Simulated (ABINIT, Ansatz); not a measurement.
**GaP (F-43m): third-order response**

Wanted: vibrational spectra of GaP (F-43m) from linear and non-linear response.

Calculated with ABINIT 10.8.3; DFT LDA, scalar-relativistic, plane waves, HGH norm-conserving pseudopotentials.

**What experiment says.**

For GaP, zinc blende (literature value (Refs. 34, 36)), “Temperature dependence of the optical phonon reflection band in GaP” (2021, arxiv:2105.06662) quotes earlier work: static dielectric constant (static dielectric constant (paper prints symbol eps_inf but compares …) 11.147 [Literature value printed with the symbol eps_inf, but compared with the static constant …]; Raman mode (TO at Gamma) 367.3 cm⁻¹ at 300 K; infrared mode (TO at Gamma) 366.3 ± 0.3 cm⁻¹ at 300 K.

## Step 1: The structure

It takes space group F-43m (No. 216, cubic). Conventional cell: a = 5.388 Å, b = 5.388 Å, c = 5.388 Å, α = 90.00°, β = 90.00°, γ = 90.00°. Nearest to Ga lie 4 P at 2.33 Å. P has 4 Ga at 2.33 Å nearest. Farther neighbours are not listed.

## Step 2: Relaxing the cell and atoms

The harmonic expansion starts where the forces on the atoms vanish, and stress shifts the frequencies, so cell and atoms are relaxed with tight thresholds.

The starting cell comes from a relaxation made beforehand in Ansatz (LDA, PseudoDojo NC).

relax.abi

```
# relaxation
ionmov 2
optcell 2
dilatmx 1.08
ntime 40
tolmxf 1.0d-05
tolvrs 1.0d-14
prtwf 0
prtden 0
chksymtnons 0

# basis, mesh and filling
ecut 24.0
ecutsm 0.5
ixc 7
ngkpt 8 8 8
nshiftk 1
shiftk 0.0 0.0 0.0
istwfk *1
occopt 1
nband 4
nstep 100
diemac 9.0
prtebands 0
prtgsr 0

# cell and atoms
acell 7.199588508 7.199588508 7.199588508
rprim 
    -0.7071067812 0.0 0.7071067812
    0.0 0.7071067812 0.7071067812
    -0.7071067812 0.7071067812 0.0
ntypat 2
znucl 31 15
natom 2
typat 1 2
xred 
    0.0 0.0 0.0
    0.25 0.25 0.25
pp_dirpath "./pseudo"
pseudos "Ga.hgh, P.hgh"
```

Run with:

```sh
$ OMP_NUM_THREADS=1 mpirun -n 2 abinit relax.abi > relax.log
```

Numbers of over 12 decimals in the logs are rounded to 6 here.

relax.abo, the main output file:

```text
[banners, grids, parts of the stress and lines that vanish by symmetry left out]
- input  file    -> relax.abi
- output file    -> relax.abo
- root for input  files -> relaxi
[...]
Symmetries : space group F-4 3 m (#216); Bravais cF (face-center cubic)
[...]
mpw =        1893          nfft =       46656          nkpt =          29
[...]
== DATASET  1 ==================================================================
[...]
cutoff_energies: {ecut:  24.0, pawecutdg:  -1.0, }
[...]
Exchange-correlation functional for the present dataset will be:
  LDA: Perdew-Wang 92 LSD fit to Ceperley-Alder data - ixc=7
[...]
ETOT  1  -8.881154    -8.881E+00 2.049E-02 1.741E+02
 ETOT  2  -8.916125    -3.497E-02 2.377E-05 1.252E+01
 ETOT  3  -8.918641    -2.517E-03 3.968E-05 3.212E-01
 ETOT  4  -8.918680    -3.897E-05 3.670E-07 2.562E-03
 ETOT  5  -8.918680    -2.260E-07 4.459E-09 3.168E-05
[...]
At SCF step   10       vres2   =  4.12E-15 < tolvrs=  1.00E-14 =>converged.
[...]
sigma(1 1)=  1.09744042E-04  sigma(3 2)=  0.00000000E+00
  sigma(2 2)=  1.09744042E-04  sigma(3 1)=  0.00000000E+00
  sigma(3 3)=  1.09744042E-04  sigma(2 1)=  0.00000000E+00
[...]
convergence: {deltae: -1.421E-14, res2:  4.116E-15, residm:  6.763E-17, diffor: null, }
etotal    :  -8.91868034E+00
[...]
ETOT  1  -8.918901    -8.919E+00 1.102E-06 1.958E-01
[...]
At SCF step    8       vres2   =  8.00E-15 < tolvrs=  1.00E-14 =>converged.
[...]
sigma(1 1)=  8.29130677E-05  sigma(3 2)=  0.00000000E+00
  sigma(2 2)=  8.29130677E-05  sigma(3 1)=  0.00000000E+00
  sigma(3 3)=  8.29130677E-05  sigma(2 1)=  0.00000000E+00
[...]
convergence: {deltae:  3.020E-14, res2:  7.996E-15, residm:  2.090E-18, diffor: null, }
etotal    :  -8.91893085E+00
[...]
ETOT  1  -8.918984    -8.919E+00 4.770E-05 1.671E+00
[...]
At SCF step    9       vres2   =  5.61E-16 < tolvrs=  1.00E-14 =>converged.
[...]
sigma(1 1)= -5.08766077E-06  sigma(3 2)=  0.00000000E+00
  sigma(2 2)= -5.08766077E-06  sigma(3 1)=  0.00000000E+00
  sigma(3 3)= -5.08766077E-06  sigma(2 1)=  0.00000000E+00
[...]
convergence: {deltae: -9.059E-14, res2:  5.609E-16, residm:  2.067E-20, diffor: null, }
etotal    :  -8.91923633E+00
[...]
ETOT  1  -8.919237    -8.919E+00 9.515E-11 5.352E-03
[...]
At SCF step    8       vres2   =  1.52E-16 < tolvrs=  1.00E-14 =>converged.
[...]
sigma(1 1)=  1.85374989E-07  sigma(3 2)=  0.00000000E+00
  sigma(2 2)=  1.85374989E-07  sigma(3 1)=  0.00000000E+00
  sigma(3 3)=  1.85374989E-07  sigma(2 1)=  0.00000000E+00
[...]
convergence: {deltae:  2.665E-13, res2:  1.520E-16, residm:  4.206E-20, diffor: null, }
etotal    :  -8.91923737E+00
[...]
ETOT  1  -8.919237    -8.919E+00 4.046E-12 6.632E-06
[...]
ETOT  6  -8.919237     4.263E-13 1.817E-19 1.889E-14
 ETOT  7  -8.919237    -3.073E-13 5.168E-21 6.762E-17
 At SCF step    7       vres2   =  6.76E-17 < tolvrs=  1.00E-14 =>converged.
[...]
sigma(1 1)=  3.49557424E-10  sigma(3 2)=  0.00000000E+00
  sigma(2 2)=  3.49557424E-10  sigma(3 1)=  0.00000000E+00
  sigma(3 3)=  3.49557424E-10  sigma(2 1)=  0.00000000E+00
[...]
convergence: {deltae: -3.073E-13, res2:  6.762E-17, residm:  5.168E-21, diffor: null, }
etotal    :  -8.91923737E+00
[...]
At Broyd/MD step   5, gradients are converged :
[...]
sigma(1 1)=  3.49557424E-10  sigma(3 2)=  0.00000000E+00
  sigma(2 2)=  3.49557424E-10  sigma(3 1)=  0.00000000E+00
  sigma(3 3)=  3.49557424E-10  sigma(2 1)=  0.00000000E+00
[...]
- sigma(1 1)=  1.02843345E-05  sigma(3 2)=  0.00000000E+00
- sigma(2 2)=  1.02843345E-05  sigma(3 1)=  0.00000000E+00
- sigma(3 3)=  1.02843345E-05  sigma(2 1)=  0.00000000E+00
[...]
fcart     -0.0000000000E+00 -0.0000000000E+00 -0.0000000000E+00
           strten      3.4955742353E-10  3.4955742359E-10  3.4955742359E-10
================================================================================

[key lines of the parts left out:]
pressure_GPa:  -1.0284E-05
Total energy (etotal) [Ha]= -8.91923736889552E+00
```

It took 26 s on 2 MPI ranks of Arm Neoverse N1, shared host; 52 s of CPU time.

Relaxation path:

```tsv
step	energy less that of the first step (eV)	largest force (eV/Å)	volume (Å³)
1	0.0000	0.0000	39.10
2	-0.0068	0.0000	38.72
3	-0.0151	0.0000	37.59
4	-0.0152	0.0000	37.65
5	-0.0152	0.0000	37.65
```

```tsv
conventional cell, symmetrised	before	after	change
a (Å)	5.388	5.320	-1.3 %
b (Å)	5.388	5.320	-1.3 %
c (Å)	5.388	5.320	-1.3 %
volume (Å³/atom)	19.55	18.83	-3.7 %
```

Final coordinates:

```xyz
2
Lattice="-2.6602 0.0000 2.6602 0.0000 2.6602 2.6602 -2.6602 2.6602 0.0000" Properties=species:S:1:pos:R:3 pbc="T T T"
Ga    0.0000    0.0000    0.0000
P    -1.3301    1.3301    1.3301
```

Numbers from this step:

| Quantity | Value |
| --- | --- |
| volume per atom | 18.83 Å³ |
| pressure | -1.03e-5 GPa |

The volume changes by -3.7 % from the cell with which this run began.

## Step 3: Ground state

The response is built on these wavefunctions, so the potential is converged far more tightly than an energy would need. The mesh is shifted off Γ, since shifted meshes converge sums over the zone faster. ecutsm is kept as in the relaxation, so that the cell stays at rest.

gs.abi

```
# ground state
tolvrs 1.0d-16
prtden 1
prtwf 1

# basis, mesh and filling
ecut 24.0
ecutsm 0.5
ixc 7
ngkpt 6 6 6
nshiftk 4
shiftk 
    0.5 0.5 0.5
    0.5 0.0 0.0
    0.0 0.5 0.0
    0.0 0.0 0.5
istwfk *1
occopt 1
nband 4
nstep 100
diemac 9.0
prtebands 0
prtgsr 0

# cell and atoms
acell 7.109317385 7.109317385 7.109317385
rprim 
    -0.7071067812 0.0 0.7071067812
    0.0 0.7071067812 0.7071067812
    -0.7071067812 0.7071067812 0.0
ntypat 2
znucl 31 15
natom 2
typat 1 2
xred 
    0.0 0.0 0.0
    0.25 0.25 0.25
pp_dirpath "./pseudo"
pseudos "Ga.hgh, P.hgh"
```

Run with:

```sh
$ OMP_NUM_THREADS=1 mpirun -n 2 abinit gs.abi > gs.log
```

gs.abo, the main output file:

```text
[banners, grids, parts of the stress and lines that vanish by symmetry left out]
- input  file    -> gs.abi
- output file    -> gs.abo
- root for input  files -> gsi
[...]
Symmetries : space group F-4 3 m (#216); Bravais cF (face-center cubic)
[...]
mpw =        1435          nfft =       32768          nkpt =          28
[...]
== DATASET  1 ==================================================================
[...]
cutoff_energies: {ecut:  24.0, pawecutdg:  -1.0, }
[...]
Exchange-correlation functional for the present dataset will be:
  LDA: Perdew-Wang 92 LSD fit to Ceperley-Alder data - ixc=7
[...]
ETOT  1  -8.885941    -8.886E+00 1.514E-02 1.259E+02
 ETOT  2  -8.916794    -3.085E-02 1.938E-06 8.944E+00
 ETOT  3  -8.919297    -2.503E-03 3.630E-05 1.973E-01
 ETOT  4  -8.919329    -3.196E-05 2.699E-07 1.578E-03
 ETOT  5  -8.919329    -1.511E-07 1.379E-09 9.439E-06
[...]
ETOT 10  -8.919329     7.283E-14 6.371E-19 2.006E-15
 ETOT 11  -8.919329     1.190E-13 7.910E-21 6.805E-19
 At SCF step   11       vres2   =  6.81E-19 < tolvrs=  1.00E-16 =>converged.
[...]
sigma(1 1)=  6.31413981E-08  sigma(3 2)=  0.00000000E+00
  sigma(2 2)=  6.31413981E-08  sigma(3 1)=  0.00000000E+00
  sigma(3 3)=  6.31413981E-08  sigma(2 1)=  0.00000000E+00
[...]
convergence: {deltae:  1.190E-13, res2:  6.805E-19, residm:  7.910E-21, diffor: null, }
etotal    :  -8.91932949E+00
[...]
sigma(1 1)=  6.31413981E-08  sigma(3 2)=  0.00000000E+00
  sigma(2 2)=  6.31413981E-08  sigma(3 1)=  0.00000000E+00
  sigma(3 3)=  6.31413981E-08  sigma(2 1)=  0.00000000E+00
[...]
- sigma(1 1)=  1.85768407E-03  sigma(3 2)=  0.00000000E+00
- sigma(2 2)=  1.85768407E-03  sigma(3 1)=  0.00000000E+00
- sigma(3 3)=  1.85768407E-03  sigma(2 1)=  0.00000000E+00
[...]
fcart     -0.0000000000E+00 -0.0000000000E+00 -0.0000000000E+00
           strten      6.3141398148E-08  6.3141398148E-08  6.3141398148E-08
================================================================================

[key lines of the parts left out:]
pressure_GPa:  -1.8577E-03
```

It took 3.7 s on 2 MPI ranks; 7.3 s of CPU time.

Read from the output:

- pressure: -0.001858 GPa

The cell stands at -0.0019 GPa, close enough for phonons.

## Step 4: The gap at rest

Empty bands on the ground state's density check that the gap assumed so far is there in this cell.

gap.abi

```
# empty bands on the ground state's density
iscf -2
getden_filepath "gso_DEN"
tolwfr 1.0d-12
nbdbuf 2
prtwf 0

# basis, mesh and filling
ecut 24.0
ecutsm 0.5
ixc 7
ngkpt 8 8 8
nshiftk 1
shiftk 0.0 0.0 0.0
istwfk *1
occopt 1
nband 8
nstep 100
diemac 9.0
prtebands 0
prtgsr 0

# cell and atoms
acell 7.109317385 7.109317385 7.109317385
rprim 
    -0.7071067812 0.0 0.7071067812
    0.0 0.7071067812 0.7071067812
    -0.7071067812 0.7071067812 0.0
ntypat 2
znucl 31 15
natom 2
typat 1 2
xred 
    0.0 0.0 0.0
    0.25 0.25 0.25
pp_dirpath "./pseudo"
pseudos "Ga.hgh, P.hgh"
```

Run with:

```sh
$ OMP_NUM_THREADS=1 mpirun -n 2 abinit gap.abi > gap.log
```

gap.abo, the main output file:

```text
[banners, grids, parts of the stress and lines that vanish by symmetry left out]
- input  file    -> gap.abi
- output file    -> gap.abo
- root for input  files -> gapi
[...]
Symmetries : space group F-4 3 m (#216); Bravais cF (face-center cubic)
[...]
mpw =        1458          nfft =       32768          nkpt =          29
[...]
== DATASET  1 ==================================================================
[...]
cutoff_energies: {ecut:  24.0, pawecutdg:  -1.0, }
[...]
Exchange-correlation functional for the present dataset will be:
  LDA: Perdew-Wang 92 LSD fit to Ceperley-Alder data - ixc=7
[...]
-outvars: echo values of variables after computation
            acell      7.1093173850E+00  7.1093173850E+00  7.1093173850E+00 Bohr
================================================================================
```

Run time: 3.2 s. Hardware: 2 MPI ranks.

Numbers from this step:

- gap on the k-mesh: 1.455 eV

In this cell the gap on the mesh is 1.5 eV, indirect (smallest direct 2.4 eV), so fixed occupations hold.

## Step 5: Linear response at Γ

The derivative of the wavefunctions by k comes first, since the response to a field is built on it; then the field and the displacements that symmetry doesn't supply are solved at q = 0. By the 2n+1 theorem the first-order wavefunctions also give third derivatives: Raman tensors and the non-linear susceptibility.

It reads the wavefunctions written in step 3.

dfpt_gamma.abi

```
ndtset 3

# common to the responses
getwfk_filepath "gso_WFK"
kptopt 2
nqpt 1
qpt 0.0 0.0 0.0
asr 0
chneut 0

# d/dk
rfelfd1 2
rfdir1 1 1 1
iscf1 -3
tolwfr1 1.0d-20

# displacements, field
rfphon2 1
rfatpol2 1 2
rfdir2 1 1 1
rfelfd2 3
getddk2 1
tolvrs2 1.0d-10
prepanl2 1
prtden2 1

# third order
optdriver3 5
getden_filepath3 "gso_DEN"
get1den3 2
get1wf3 2
getddk3 1
d3e_pert1_elfd3 1
d3e_pert1_phon3 1
d3e_pert1_atpol3 1 2
d3e_pert1_dir3 1 1 1
d3e_pert2_elfd3 1
d3e_pert2_dir3 1 1 1
d3e_pert3_elfd3 1
d3e_pert3_dir3 1 1 1
usepead3 1
tolvrs3 1.0d-10

# basis, mesh and filling
ecut 24.0
ecutsm 0.5
ixc 7
ngkpt 6 6 6
nshiftk 4
shiftk 
    0.5 0.5 0.5
    0.5 0.0 0.0
    0.0 0.5 0.0
    0.0 0.0 0.5
istwfk *1
occopt 1
nband 4
nstep 100
diemac 9.0
prtebands 0
prtgsr 0

# cell and atoms
acell 7.109317385 7.109317385 7.109317385
rprim 
    -0.7071067812 0.0 0.7071067812
    0.0 0.7071067812 0.7071067812
    -0.7071067812 0.7071067812 0.0
ntypat 2
znucl 31 15
natom 2
typat 1 2
xred 
    0.0 0.0 0.0
    0.25 0.25 0.25
pp_dirpath "./pseudo"
pseudos "Ga.hgh, P.hgh"
```

Run with:

```sh
$ OMP_NUM_THREADS=1 mpirun -n 2 abinit dfpt_gamma.abi > dfpt_gamma.log
```

dfpt_gamma.abo, the main output file:

```text
[banners, grids, parts of the stress and lines that vanish by symmetry left out]
- input  file    -> dfpt_gamma.abi
- output file    -> dfpt_gamma.abo
- root for input  files -> dfpt_gammai
[...]
DATASET    1 : space group F-4 3 m (#216); Bravais cF (face-center cubic)
[...]
nfft =       32768          nkpt =         432
[...]
DATASET    2 : space group F-4 3 m (#216); Bravais cF (face-center cubic)
[...]
nfft =       32768          nkpt =         432
[...]
DATASET    3 : space group F-4 3 m (#216); Bravais cF (face-center cubic)
[...]
mpw =        1435          nfft =       32768          nkpt =         432
[...]
== DATASET  1 ==================================================================
[...]
cutoff_energies: {ecut:  24.0, pawecutdg:  -1.0, }
[...]
Exchange-correlation functional for the present dataset will be:
  LDA: Perdew-Wang 92 LSD fit to Ceperley-Alder data - ixc=7
[...]
- 15.00000   5.00000     10605                znucl, zion, pspdat
[...]
Perturbation : derivative vs k along direction   1
[...]
-ETOT  1  -9.302469     -9.302E+00 4.041E-01 0.000E+00
 ETOT  2  -9.318338     -1.587E-02 2.620E-03 0.000E+00
 ETOT  3  -9.318393     -5.500E-05 2.151E-05 0.000E+00
 ETOT  4  -9.318393     -3.528E-07 2.822E-07 0.000E+00
 ETOT  5  -9.318393     -3.182E-09 3.502E-09 0.000E+00
[...]
At SCF step   12   max residual=  9.97E-21 < tolwfr=  1.00E-20 =>converged.
[...]
Perturbation : derivative vs k along direction   2
[...]
-ETOT  1  -9.302469     -9.302E+00 4.041E-01 0.000E+00
[...]
At SCF step   12   max residual=  9.97E-21 < tolwfr=  1.00E-20 =>converged.
[...]
Perturbation : derivative vs k along direction   3
[...]
-ETOT  1  -9.302469     -9.302E+00 4.041E-01 0.000E+00
[...]
At SCF step   12   max residual=  9.97E-21 < tolwfr=  1.00E-20 =>converged.
[...]
1        1       3.3657048088   -0.0000000000
     1        2      -1.6828524044    0.0000000000
     1        3      -1.6828524044    0.0000000000
     2        1      -1.6828524044    0.0000000000
     2        2       3.3657048088   -0.0000000000
     2        3       1.6828524044   -0.0000000000
     3        1      -1.6828524044    0.0000000000
     3        2       1.6828524044   -0.0000000000
     3        3       3.3657048088   -0.0000000000
[...]
== DATASET  2 ==================================================================
[...]
cutoff_energies: {ecut:  24.0, pawecutdg:  -1.0, }
[...]
Exchange-correlation functional for the present dataset will be:
  LDA: Perdew-Wang 92 LSD fit to Ceperley-Alder data - ixc=7
[...]
Perturbation : displacement of atom   1   along direction   1
[...]
-ETOT  1   7.013131     -3.430E+01 8.947E-02 4.472E+03
[...]
At SCF step    9       vres2   =  4.49E-13 < tolvrs=  1.00E-10 =>converged.
[...]
Perturbation : displacement of atom   2   along direction   1
[...]
-ETOT  1   38.134117263636     -1.283E+02 1.083E+00 6.881E+04
[...]
At SCF step    9       vres2   =  1.35E-11 < tolvrs=  1.00E-10 =>converged.
[...]
Perturbation : homogeneous electric field along direction   1
[...]
-ETOT  1  -201.92940260533     -2.019E+02 2.136E+01 1.970E+04
[...]
At SCF step    9       vres2   =  7.07E-11 < tolvrs=  1.00E-10 =>converged.
[...]
Perturbation : homogeneous electric field along direction   2
[...]
-ETOT  1  -201.92940260555     -2.019E+02 2.136E+01 1.970E+04
[...]
At SCF step    9       vres2   =  7.07E-11 < tolvrs=  1.00E-10 =>converged.
[...]
Perturbation : homogeneous electric field along direction   3
[...]
-ETOT  1  -201.92940260576     -2.019E+02 2.136E+01 1.970E+04
[...]
ETOT  8  -211.82419307572     -1.960E-10 1.362E-12 1.041E-08
 ETOT  9  -211.82419307572     -3.240E-12 3.435E-14 7.070E-11
 At SCF step    9       vres2   =  7.07E-11 < tolvrs=  1.00E-10 =>converged.
[...]
Dielectric tensor, in cartesian coordinates,
[...]
1    4   1    4         9.9417293991        -0.0000000000
   1    4   2    4        -0.0000000000        -0.0000000000
   1    4   3    4        -0.0000000000        -0.0000000000
   2    4   1    4        -0.0000000000        -0.0000000000
   2    4   2    4         9.9417293991        -0.0000000000
   2    4   3    4        -0.0000000000        -0.0000000000
   3    4   1    4        -0.0000000000        -0.0000000000
   3    4   2    4        -0.0000000000        -0.0000000000
   3    4   3    4         9.9417293991        -0.0000000000
  Effective charges, in cartesian coordinates,
[...]
1    1   1    4         2.0185907200         0.0000000000
   2    1   1    4        -0.0000000000         0.0000000000
   3    1   1    4         0.0000000000         0.0000000000
   1    2   1    4        -2.0252673700         0.0000000000
   2    2   1    4        -0.0000000000         0.0000000000
[...]
Effective charges, in cartesian coordinates,
[...]
2    4   1    2         0.0000000000         0.0000000000
   3    4   1    2         0.0000000000         0.0000000000
   1    4   2    2         0.0000000000         0.0000000000
   2    4   2    2        -2.0252673702         0.0000000000
   3    4   2    2         0.0000000000         0.0000000000
   1    4   3    2         0.0000000000         0.0000000000
   2    4   3    2         0.0000000000         0.0000000000
   3    4   3    2        -2.0252673702         0.0000000000
  Phonon wavevector (reduced coordinates) :  0.00000  0.00000  0.00000
 Phonon energies in Hartree :
[...]
Phonon frequencies in cm-1    :
-  7.980020E-01  7.980020E-01  7.980022E-01  3.693708E+02  3.693708E+02
-  3.693708E+02
  Phonon at Gamma, with non-analyticity in the
[...]
Phonon energies in Hartree :
[...]
Phonon frequencies in cm-1    :
-  7.980020E-01  7.980020E-01  8.279346E-01  3.693708E+02  3.693708E+02
-  4.019027E+02
  Phonon at Gamma, with non-analyticity in the
[...]
Phonon energies in Hartree :
[...]
Phonon frequencies in cm-1    :
-  7.980020E-01  7.980022E-01  8.279345E-01  3.693708E+02  3.693708E+02
-  4.019027E+02
  Phonon at Gamma, with non-analyticity in the
[...]
Phonon energies in Hartree :
[...]
Phonon frequencies in cm-1    :
-  7.980020E-01  7.980022E-01  8.279344E-01  3.693708E+02  3.693708E+02
-  4.019027E+02
[...]
== DATASET  3 ==================================================================
[...]
cutoff_energies: {ecut:  24.0, pawecutdg:  -1.0, }
[...]
Exchange-correlation functional for the present dataset will be:
  LDA: Perdew-Wang 92 LSD fit to Ceperley-Alder data - ixc=7
[...]
j1 : displacement of atom   1 along direction   1
[...]
j1 : displacement of atom   2 along direction   1
[...]
j2 : displacement of atom   1 along direction   1
[...]
j2 : displacement of atom   2 along direction   1
[...]
j2 : displacement of atom   1 along direction   1
[...]
j2 : displacement of atom   2 along direction   1
[...]
1          1       -0.000000002        0.000000001        0.000000001
[...]
1          2       -0.000000000       -0.000000000        0.124350674
[...]
1          3       -0.000000000        0.124350673       -0.000000001
[...]
2          1        0.000000003       -0.000000001       -0.000000001
[...]
2          2       -0.000000000       -0.000000000       -0.123988672
[...]
2          3       -0.000000000       -0.123988671        0.000000001
[...]
strten2     0.0000000000E+00  0.0000000000E+00  0.0000000000E+00
           strten3     0.0000000000E+00  0.0000000000E+00  0.0000000000E+00
================================================================================
```

It took 6 min on 2 MPI ranks.

Numbers from this step:

```
miss of the charge sum rule                                       : 0.006677 e
largest acoustic frequency at the zone centre before the sum rule : 0.8 cm⁻¹
highest optical zone-centre mode (no LO-TO term)                  : 369.4 cm⁻¹
lowest optical zone-centre mode                                   : 369.4 cm⁻¹
mean high-frequency dielectric constant                           : 9.942
largest Born charge in size (third of the trace)                  : 2.025 e
```

Born charge (rows field, columns displacement), before the sum rule (e), principal values of the symmetric part by kind of site:

```tsv
atom	atoms with these values	low	middle	high	mean
Ga1	1	2.02	2.02	2.02	2.02
P2	1	-2.03	-2.03	-2.03	-2.03
```

In full for Ga1:

```
2.02 0.00 0.00
0.00 2.02 0.00
0.00 0.00 2.02
```

High-frequency dielectric tensor:

```
9.94 0.00 0.00
0.00 9.94 0.00
0.00 0.00 9.94
```

The acoustic modes at Γ come out as far as 0.8 cm⁻¹ from zero, where they should vanish, a small numerical error; the Born charges miss their sum rule by 0.0067 e, which is good.

[end of part 1 of 3]

[Host names and launcher messages were left out of these logs when they were recorded.]

[Logs are printed without paths, hosts, clocks, repeated set-up lines and the standing remarks that a program may print on its own settings, such as how far it seeks lower states.]

[Hosts, paths, dates, database ids (printed as entryN), source tags and the programs' standing remarks are cut or masked in the printed files.]
